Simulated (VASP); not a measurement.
Ta, 1 atom in the cell. The structure is cubic, space group Im-3m (No. 229). Conventional cell: a = 3.341 Å, b = 3.341 Å, c = 3.341 Å, α = 90.00°, β = 90.00°, γ = 90.00°. Ta (site symmetry m-3m) is surrounded by 8 Ta at 2.89 Å. 

- Program: VASP 6.6.1
- Task: relaxation of cell and atoms
- Functional: RPBE
- Potentials or basis: VASP PAW PBE potentials, release 64 (Ta_pv)
- Cutoff: 600 eV
- k mesh: 16 × 16 × 16
- Occupations: methfessel-paxton, width 0.1 eV
- Spin: no spin polarisation
- Further INCAR settings: ALGO = Normal; EDIFF = 1e-07; IBRION = 2; EDIFFG = -0.005; NSW = 90; ISIF = 3

Potentials or basis: VASP PAW PBE potentials, release 64 (Ta_pv).

Launch:

```console
$ cat potpaw_PBE.64/Ta_pv/POTCAR > POTCAR
$ mpirun -np 1 vasp_std > vasp.out
```

Hardware: 1 thread of Intel(R) Xeon(R) Platinum 8375C CPU @ 2.90GHz (Ice Lake) (shared host).

**Question.** How long does it take, and how much memory?

**Answer.** Run time: 22 s on 1 thread of Intel(R) Xeon(R) Platinum 8375C CPU @ 2.90GHz (Ice Lake) (shared host), peak memory 0.17 GiB. Counts: scf iterations 22, k points 145, ion steps 3.
